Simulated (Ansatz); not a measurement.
Structures of B$_{3}$As: which is lowest?

Plane-wave DFT in Ansatz with scalar-relativistic PAW potentials, cutoff 500 eV, Γ-centred meshes chosen by cell and gap, Gaussian smearing with energies taken to zero width. Every cell was relaxed (cell and atoms) in a run of its own, within the symmetry of its start. Functional: r2SCAN.

Relaxed structures (starts from databases or built by putting these elements on another compound's sites):
A. Pm-3n, 8 atoms in the computed cell, a = 4.278 Å; sites (symmetry × multiplicity) B -4m.2 × 6, As m-3. × 2; start: built
B. I4/mmm, 4 atoms in the computed cell, a = 2.921 Å, c = 10.308 Å; sites (symmetry × multiplicity) B -4m2 × 4 + 4/mmm × 2, As 4/mmm × 2; start: built

Q: Rank them by energy. Could pressure change the order?

A:
```tsv
structure	group	E − E(lowest) (meV/atom)	V (Å³/atom)	gap on mesh (eV)
B	I4/mmm	0.0	10.99	0.00
A	Pm-3n	390	9.79	0.00
```

B is lowest, 390 meV/atom under A. A is denser by 1.20 Å³/atom, so pressure favours it: ΔE/ΔV, with ΔE in eV and 1 eV/Å³ = 160.2 GPa, gives about 52 GPa for equal enthalpy if both cells were rigid; at such pressures compression changes ΔV much, so this is a scale only. Other structures may lie lower than all of these, and vibrations aren't counted.